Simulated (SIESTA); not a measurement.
## AgBr under changes of volume

One of the cells (23.644 Å³/atom); the others are scaled copies at fixed shape and fractional positions:

```
Ag Br
1.0
     0.00000    2.87015    2.87015
     2.87015    0.00000    2.87015
     2.87015    2.87015    0.00000
Ag Br
1 1
Direct
  0.00000 0.00000 0.00000
  0.50000 0.50000 0.50000
```

| Item | Value |
| --- | --- |
| Program | SIESTA 5.4.2 |
| Functional | PBEsol |
| Potentials or basis | PseudoDojo 0.4 standard (PBEsol files) |
| Basis | DZP (energy shift 0.003 Ry; two zetas on semicore shells) |
| Grid cutoff | 800 Ry |
| Energy shift | 0.003 Ry |
| k mesh | 8 × 8 × 8 |
| Occupations | fermi-dirac, width 0.05 eV |
| Spin | no spin polarisation |

| volume (Å³/atom) | energy over the lowest point (meV/atom) | pressure (GPa) |
| --- | --- | --- |
| 22.225 | 3.54 | 1.9 |
| 22.698 | 0.00 | 0.6 |
| 23.171 | 0.07 | -0.6 |
| 23.644 | 3.12 | -1.5 |
| 24.116 | 8.96 | -2.4 |
| 24.589 | ? | ? |
| 25.062 | 27.50 | -3.8 |

**Question.** What does the run at 24.589 Å³/atom give?

**Answer.** Energy over the lowest point 17.26 meV/atom; pressure -3.1 GPa.

Worked out: A Birch-Murnaghan fit of order 3 (a polynomial in V^(-2/3)) to the other rows has its minimum at 22.93 Å³/atom with B0 = V·E''(V) = 54 GPa and B' = 5.2. It gives 17.18 meV/atom at 24.589 Å³/atom, against the run's 17.26, and -dE/dV = -3.2 GPa, against -3.1.

Energies are extrapolated to zero smearing.

Caveats: short orbitals over semicore shells can move pressures by several GPa; the basis of atomic orbitals isn't converged, which shifts pressures, moduli and gaps.
